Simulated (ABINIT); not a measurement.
Set up this calculation in ABINIT 10.8.3 (patched build), as the native input.

```yaml
Task: band structure
Functional: PBEsol
Potentials_or_basis: JTH PAW PBE v2.0
Cutoff: 707 eV
k_mesh: 9 × 9 × 5
Occupations: fermi-dirac, width 0.05 eV
Spin: no spin polarisation
Fine-grid_cutoff: 1306.15 eV
```

Pb:

```
Pb
1.0
     3.03861   -1.75032    0.00000
     3.03861    1.75032    0.00000
    -2.11546    0.00000    6.09522
Pb
2
Direct
  0.90851 0.90851 0.72629
  0.09149 0.09149 0.27371
```

This isn't the form of Pb at room conditions, which is fcc.

The input as run:

run.abi

```
# Datasets: ground state, then fixed potential
ndtset 2

# Pseudopotentials
pp_dirpath "./"
pseudos "Pb.GGA_PBE-JTH.xml"

# Structure
acell 6.6266504471 6.6266504471 12.192314427
rprim
     0.8665214385    -0.4991398567     0.0000000000
     0.8665214385     0.4991398567     0.0000000000
    -0.3278823751     0.0000000000     0.9447185550
ntypat 1
znucl 82
natom 2
typat 1 1
xred
     0.9085084100     0.9085084100     0.7262922000
     0.0914915900     0.0914915900     0.2737078000
chkprim 0
chksymtnons 0
tolsym 1.0e-6

# Plane-wave basis
ecut 707.496042 eV
pawecutdg 48.0
pawxcdev 0

# Exchange and correlation
ixc -116133

# Bands and occupations
occopt 3
tsmear 0.05 eV

# SCF cycle
nstep 100

# Output
iomode 3
prtwf 0
prteig 0
prtebands 0
prtden1 1

# Dataset 1
kptopt1 1
ngkpt1 9 9 5
nshiftk1 1
shiftk1 0.0 0.0 0.0
nband1 18
tolvrs1 1.0e-9

# Dataset 2: bands along G-Y-F-L-I
iscf2 -2
getden2 1
nband2 24
nbdbuf2 4
tolwfr2 1.0e-11
kptopt2 -4
ndivsm2 8
prteig2 1
kptbounds2
     0.0000000000     0.0000000000     0.0000000000
    -0.5000000000    -0.5000000000     0.0000000000
    -0.5262824250    -0.5262824250     0.1702002292
    -0.5000000000    -0.5000000000     0.5000000000
    -0.6857609943    -0.3142390057     0.5000000000
```

Potentials or basis: JTH PAW PBE v2.0.

Launch:

```console
$ abinit run.abi > log 2>&1
```

Results of the run:

- Pressure: -2.1 GPa
- Largest force: 0.132 eV/Å
- Band gap on the k mesh: none (metal or under the smearing width)
- Valence electrons inside the program's atomic spheres: Pb 11.37 (radii [1.2714] Å)

Caveat: the PAW data sets were made with another functional, which shifts forces and pressure a little; spin-orbit coupling is left out, which moves the levels of the heavy elements.

Wall time 6.7 min on 1 thread of Arm Neoverse V1 (shared host), peak memory 0.3 GiB.
